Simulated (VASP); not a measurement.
Set up this calculation in VASP 6.6.1, as the native input.

```yaml
Task: single point
Functional: PBE
Potentials_or_basis: VASP PAW PBE potentials, release 64 (Os_sv_GW)
Cutoff: 550 eV
k_mesh: 12 × 12 × 12
Occupations: gaussian, width 0.02 eV
Spin: no spin polarisation
Further_INCAR_settings: ALGO = Normal; EDIFF = 1e-06
```

The structure of Os lies in POSCAR:

```
Os
1.0
    0.0000000000      1.9450000000      1.9450000000
    1.9450000000      0.0000000000      1.9450000000
    1.9450000000      1.9450000000      0.0000000000
Os
1
Direct
    0.0000000000      0.0000000000      0.0000000000
```

This isn't the form of Os at room conditions, which is hcp.

The input as run:

INCAR

```
ALGO     = Normal         # electronic algorithm
EDIFF    = 1E-6           # SCF threshold, eV
ENCUT    = 550            # plane-wave cutoff, eV
GGA      = PE             # functional
ISIF     = 2              # what is computed and relaxed
ISMEAR   = 0              # smearing method
LASPH    = True           # aspherical terms in the spheres
LCHARG   = False          # write CHGCAR
LREAL    = False          # projectors in reciprocal space
LWAVE    = False          # write WAVECAR
NELM     = 80             # most SCF steps
PREC     = Accurate       # precision mode
SIGMA    = 0.02           # smearing width, eV
```

KPOINTS

```
k-points
0
Gamma
  12 12 12
```

Potentials or basis: VASP PAW PBE potentials, release 64 (Os_sv_GW).

Launch:

```sh
$ cat potpaw_PBE.64/Os_sv_GW/POTCAR > POTCAR
$ mpirun -np 1 vasp_std > vasp.out
```

It gave:

```
Pressure               : -11.7 GPa
Band gap on the k mesh : none (metal or under the smearing width)
```

Run time: 11 s on 1 thread of Intel(R) Xeon(R) Platinum 8259CL CPU @ 2.50GHz (Skylake/Cascade Lake), with other jobs on the host, peak memory 0.15 GiB.
